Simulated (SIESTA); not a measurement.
The system is Ge.

```
CELL_PARAMETERS angstrom
-2.49590 2.65086 1.43695
2.49590 -2.65086 1.43695
2.49590 2.65086 -1.43695
ATOMIC_POSITIONS crystal
Ge 0.31406 0.06406 0.25000
Ge 0.68594 0.93594 0.75000
```

This isn't the form of Ge at room conditions, which is diamond.

Base run:

| Property | Result |
| --- | --- |
| Program | SIESTA 5.4.2 |
| Functional | PBEsol |
| Potentials or basis | PseudoDojo 0.4 standard (PBEsol files) |
| Basis | DZP (energy shift 0.003 Ry; two zetas on semicore shells) |
| Grid cutoff | 800 Ry |
| Energy shift | 0.003 Ry |
| k mesh | 11 × 11 × 11 |
| Occupations | fermi-dirac, width 0.05 eV |
| Spin | no spin polarisation |

Its results: band gap on the k mesh none (metal or under the smearing width); pressure -0.8 GPa; largest force 0.061 eV/Å.

Question: The run is repeated on the same cell with these changes: functional from PBEsol to LDA; potentials or basis from PseudoDojo 0.4 standard (PBEsol files) to PseudoDojo 0.4 standard (LDA files). What comes out?

Answer: Band gap on the k mesh none (metal or under the smearing width); pressure -2.7 GPa; largest force 0.078 eV/Å.

Caveats: the basis of atomic orbitals isn't converged, which shifts pressures, moduli and gaps.

Not every run made on this cell is shown here.
